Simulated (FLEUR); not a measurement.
# AlCo (Pm-3m) in FLEUR: a series of runs

The runs below take AlCo through single point, with PBEsol.

Program: FLEUR MaX-R8.1 (later development tree). These are calculated values, not measurements. Logs are shortened: lines on timing, memory, paths and dates and some standing lists are left out, and cuts for length are marked.

**1. Starting point**

It takes space group Pm-3m (No. 221, cubic). Conventional cell: a = 2.819 Å, b = 2.819 Å, c = 2.819 Å, α = 90.00°, β = 90.00°, γ = 90.00°. Co (site symmetry m-3m) is surrounded by 8 Al at 2.44 Å. Al (site symmetry m-3m) is surrounded by 8 Co at 2.44 Å.

The cell is a database's computed one.

**2. Single point, PBEsol, collinear spin, ferromagnetic start**

Contents of inp.xml:

```xml
<?xml version="1.0" encoding="UTF-8" standalone="no"?>
<fleurInput fleurInputVersion="0.39">
   <comment>
      AlCo                                                                                                
   </comment>
   <calculationSetup>
      <cutoffs Kmax="5.33" Gmax="16.5" GmaxXC="16.5" numbands="0"/>
      <scfLoop itmax="60" minDistance="0.00001" maxIterBroyd="15" imix="Anderson" alpha="0.05" precondParam="0.0" spinf="2.0" sdNocoIR="T"/>
      <coreElectrons ctail="T" frcor="F" kcrel="0" coretail_lmax="0"/>
      <xcFunctional name="PBEs" relativisticCorrections="F"/>
      <magnetism jspins="2"/>
      <soc l_soc="F" theta="0.0" phi="0.0" spav="F"/>
      <expertModes spex="0" secvar="F"/>
      <geometryOptimization l_f="F" forcealpha="1.0" forcemix="BFGS" epsdisp="0.00001" epsforce="0.00001"/>
      <ldaU l_linMix="F" mixParam="0.05" spinf="1.0"/>
   </calculationSetup>
   <cell>
      <bzIntegration valenceElectrons="28.0" mode="hist" fermiSmearingEnergy="0.00183747">
         <kPointListSelection listName="default-1"/>
         <!-- k-points included here -->
         <xi:include xmlns:xi="http://www.w3.org/2001/XInclude" href="kpts.xml"> </xi:include>
      </bzIntegration>
      <!-- symmetry operations included here -->
      <xi:include xmlns:xi="http://www.w3.org/2001/XInclude" href="sym.xml"> </xi:include>
      <bulkLattice scale="1.0">
         <bravaisMatrix>
            <row-1>    5.3278999017180997     0.0000000000000000     0.0000000000000000</row-1>
            <row-2>    0.0000000000000000     5.3278999017180997     0.0000000000000000</row-2>
            <row-3>    0.0000000000000000     0.0000000000000000     5.3278999017180997</row-3>
         </bravaisMatrix>
      </bulkLattice>
   </cell>
   <atomSpecies>
      <species name="Cobalt (Co2.001" element="Co" atomicNumber="27">
         <mtSphere radius="2.09" gridPoints="751" logIncrement="0.016"/>
         <atomicCutoffs lmax="9" lnonsphr="9"/>
         <electronConfig flipSpins="F">
            <coreConfig>(1s1/2) (2s1/2) (2p1/2) (2p3/2)</coreConfig>
            <valenceConfig>(3s1/2) (3p1/2) (3p3/2) (4s1/2) (3d3/2) (3d5/2)</valenceConfig>
            <stateOccupation state="(3d3/2)" spinUp="1.5005" spinDown="1.2995"/>
            <stateOccupation state="(3d5/2)" spinUp="3.0" spinDown="1.2"/>
         </electronConfig>
         <energyParameters s="4" p="4" d="3" f="4"/>
         <lo type="SCLO" l="0" n="3" eDeriv="0"/>
         <lo type="SCLO" l="1" n="3" eDeriv="0"/>
         <lo type="SCLO" l="1" n="3" eDeriv="1"/>
         <lo type="SCLO" l="2" n="3" eDeriv="2"/>
         <lo type="SCLO" l="3" n="4" eDeriv="2"/>
      </species>
      <species name="Aluminum (Al)" element="Al" atomicNumber="13">
         <mtSphere radius="1.84" gridPoints="661" logIncrement="0.017"/>
         <atomicCutoffs lmax="8" lnonsphr="8"/>
         <electronConfig flipSpins="F">
            <coreConfig>(1s1/2)</coreConfig>
            <valenceConfig>(2s1/2) (2p1/2) (2p3/2) (3s1/2) (3p1/2) (3p3/2)</valenceConfig>
            <stateOccupation state="(3p1/2)" spinUp="0.166667" spinDown="0.166667"/>
            <stateOccupation state="(3p3/2)" spinUp="0.333333" spinDown="0.333333"/>
         </electronConfig>
         <energyParameters s="3" p="3" d="3" f="4"/>
         <lo type="SCLO" l="0" n="2" eDeriv="0"/>
         <lo type="SCLO" l="1" n="2" eDeriv="0"/>
         <lo type="SCLO" l="2" n="3" eDeriv="2"/>
         <lo type="SCLO" l="3" n="4" eDeriv="2"/>
      </species>
   </atomSpecies>
   <atomGroups>
      <atomGroup species="Cobalt (Co2.001">
         <relPos label="                   1">1.000/2.000 1.000/2.000 1.000/2.000</relPos>
         <force calculate="T" relaxXYZ="TTT"/>
      </atomGroup>
      <atomGroup species="Aluminum (Al)">
         <relPos label="                   2">.0000000000 .0000000000 .0000000000</relPos>
         <force calculate="T" relaxXYZ="TTT"/>
      </atomGroup>
   </atomGroups>
   <output dos="F" band="F" slice="F">
      <checks vchk="F" cdinf="F"/>
      <bandDOS minEnergy="-.5*Htr" maxEnergy="0.5*Htr" sigma="0.015" storeEVData="T"/>
      <vacuumDOS vacdos="F" integ="F" star="F" nstars="0" locx1="0.0" locy1="0.0" locx2="0.0" locy2="0.0" nstm="0" tworkf="0.0"/>
      <unfoldingBand unfoldBand="F" supercellX="1" supercellY="1" supercellZ="1"/>
      <plotting iplot="0" polar="F">
         <plot TwoD="T" vec1="  1.0  0.0  0.0" vec2="  0.0  1.0  0.0" vec3="  0.0  0.0  1.0" zero="  0.0  0.0  0.0" file="plot"/>
      </plotting>
      <chargeDensitySlicing numkpt="0" minEigenval="0.0" maxEigenval="0.0" nnne="0" pallst="F"/>
      <specialOutput eonly="F"/>
      <moessbauerParams electricFieldGradient="T" isomerShift="T" coreHyperfine="T" valenceHyperfine="T"/>
      <magneticCircularDichroism mcd="F" energyLo="-10.0" energyUp="0.0"/>
   </output>
  <!-- We include the file relax.xml here to enable relaxations (see documentation) -->
  <xi:include xmlns:xi="http://www.w3.org/2001/XInclude" href="relax.xml"> <xi:fallback/> </xi:include>
</fleurInput>
```

Contents of crystal.txt:

```
AlCo
&input cartesian=F /
2.8194032100  0.0000000000  0.0000000000
0.0000000000  2.8194032100  0.0000000000
0.0000000000  0.0000000000  2.8194032100
1.8897261246
1.0 1.0 1.0

2
27 0.5000000000  0.5000000000  0.5000000000 : 2.001
13 0.0000000000  0.0000000000  0.0000000000

&kpt div1=9 div2=9 div3=9 gamma=T /
```

Potentials or basis: all-electron, FLAPW.

Run with:

```bash
$ inpgen -f crystal.txt -profile fastHighL
$ # inp.xml edited to the form shown
$ fleur_MPI
```

Standard output:

```text
Welcome to FLEUR        (www.flapw.de)
      MaX-Release 8.1          (www.max-centre.eu)

 ========== k-point set info ==========
 Selected k-point list: default-1
 k-point list type: mesh
 9 x 9 x 9
 Number of k points: 35

 ------------Calculation Setup---------------------------
 Number of MPI-tasks      :            1
 Number of PE/node        :            1
 Number of OMP-threads    :            1
 Most efficient MPI parallelization for:
           1           5           7          35
 Additional eigenvalue parallelization possible
 Number of basis functions:          467
 Approximate size of matrices (H+S) per k-point:         0.003 GB
 --------------------------------------------------------
 Iteration:     1   Distance:      30.49881436 me/bohr^3
 Iteration:     2   Distance:      28.63893808 me/bohr^3
 Iteration:     3   Distance:      21.62390852 me/bohr^3
 Iteration:     4   Distance:       7.06562941 me/bohr^3
 Iteration:     5   Distance:       6.34408130 me/bohr^3
 Iteration:     6   Distance:       5.21871776 me/bohr^3
 Iteration:     7   Distance:       7.73934708 me/bohr^3
 Iteration:     8   Distance:       6.61828532 me/bohr^3
 Iteration:     9   Distance:       3.94845863 me/bohr^3
 Iteration:    10   Distance:       3.21460742 me/bohr^3
[... 9 lines left out ...]
 Iteration:    20   Distance:       0.11197112 me/bohr^3
 Iteration:    21   Distance:       0.01723008 me/bohr^3
 Iteration:    22   Distance:       0.03504595 me/bohr^3
 Iteration:    23   Distance:       0.00484226 me/bohr^3
 Iteration:    24   Distance:       0.00684681 me/bohr^3
 Iteration:    25   Distance:       0.00258434 me/bohr^3
 Iteration:    26   Distance:       0.00018232 me/bohr^3
 Iteration:    27   Distance:       0.00029654 me/bohr^3
 Iteration:    28   Distance:       0.00001620 me/bohr^3
 Iteration:    29   Distance:       0.00000677 me/bohr^3

 ********************************************************************
 Run finished successfully
 Stop message:
   all done
 ********************************************************************
```

Run time: 2.1 min. Hardware: 1 thread of Arm Neoverse V2, shared host; peak memory 0.07 GiB.

What came out:

```yaml
Free_energy: -44481.1807 eV
Band_gap_on_the_k_mesh: none (metal or under the smearing width)
Net_moment: 0.00 μB per cell
Valence_electrons_inside_the_program's_atomic_spheres: Co 15.65; Al 8.73 (radii Co 2.09, Al 1.84 bohr)
```

Core levels (eV from the Fermi level):
```tsv
atom	levels
1 Co	1s1/2 -7576.4, 2s1/2 -890.2, 2p1/2 -771.6, 2p3/2 -756.8
2 Al	1s1/2 -1501.8
```

Caveat: the starting moments collapsed, and a magnetic state may lie lower.

**3. Single point, PBEsol, collinear spin, ferromagnetic start**

This run uses another cell than the first one, of 10.65 Å³/atom, 0.950 times its volume.

inp.xml: that of step 2 with these lines changed.

```diff
@@ -26,5 +26,5 @@
          <bravaisMatrix>
-            <row-1>    5.3278999017180997     0.0000000000000000     0.0000000000000000</row-1>
-            <row-2>    0.0000000000000000     5.3278999017180997     0.0000000000000000</row-2>
-            <row-3>    0.0000000000000000     0.0000000000000000     5.3278999017180997</row-3>
+            <row-1>    5.2375790649273606     0.0000000000000000     0.0000000000000000</row-1>
+            <row-2>    0.0000000000000000     5.2375790649273606     0.0000000000000000</row-2>
+            <row-3>    0.0000000000000000     0.0000000000000000     5.2375790649273606</row-3>
          </bravaisMatrix>
@@ -34,3 +34,3 @@
       <species name="Cobalt (Co2.001" element="Co" atomicNumber="27">
-         <mtSphere radius="2.09" gridPoints="751" logIncrement="0.016"/>
+         <mtSphere radius="2.09" gridPoints="737" logIncrement="0.017"/>
          <atomicCutoffs lmax="9" lnonsphr="9"/>
@@ -50,3 +50,3 @@
       <species name="Aluminum (Al)" element="Al" atomicNumber="13">
-         <mtSphere radius="1.84" gridPoints="661" logIncrement="0.017"/>
+         <mtSphere radius="1.84" gridPoints="651" logIncrement="0.017"/>
          <atomicCutoffs lmax="8" lnonsphr="8"/>
```

Contents of crystal.txt:

```
AlCo
&input cartesian=F /
2.7716074815  0.0000000000  0.0000000000
0.0000000000  2.7716074815  0.0000000000
0.0000000000  0.0000000000  2.7716074815
1.8897261246
1.0 1.0 1.0

2
27 0.5000000000  0.5000000000  0.5000000000 : 2.001
13 0.0000000000  0.0000000000  0.0000000000

&kpt div1=9 div2=9 div3=9 gamma=T /
```

Potentials or basis: all-electron, FLAPW.

Run with:

```bash
$ inpgen -f crystal.txt -profile fastHighL
$ # inp.xml edited to the form shown
$ fleur_MPI
```

Run time: 1.7 min. Hardware: 1 thread of Arm Neoverse V2, shared host; peak memory 0.07 GiB.

The run converged. Its results:

```
Free energy                                           : -44481.1392 eV
Band gap on the k mesh                                : none (metal or under the smearing width)
Net moment                                            : 0.00 μB per cell
Valence electrons inside the program's atomic spheres : Co 15.72; Al 8.76 (radii Co 2.09, Al 1.84 bohr)
```

Levels at points of the mesh, in eV from the Fermi level:
Spin up:
```tsv
k point	band 11	band 12	band 13	band 14	band 15	band 16	band 17	band 18
(0.00, 0.00, 0.00)	-3.39	-0.91	-0.91	-0.91	6.36	6.36	6.36	9.12
```
Spin down:
| k point | band 12 | band 13 | band 14 | band 15 | band 16 | band 17 |
| --- | --- | --- | --- | --- | --- | --- |
| (0.00, 0.00, 0.00) | -0.91 | -0.91 | -0.91 | 6.36 | 6.36 | 6.36 |

Core levels (eV from the Fermi level):
| atom | levels |
| --- | --- |
| 1 Co | 1s1/2 -7576.5, 2s1/2 -890.3, 2p1/2 -771.6, 2p3/2 -756.8 |
| 2 Al | 1s1/2 -1501.6 |

Caveat: the starting moments collapsed, and a magnetic state may lie lower.
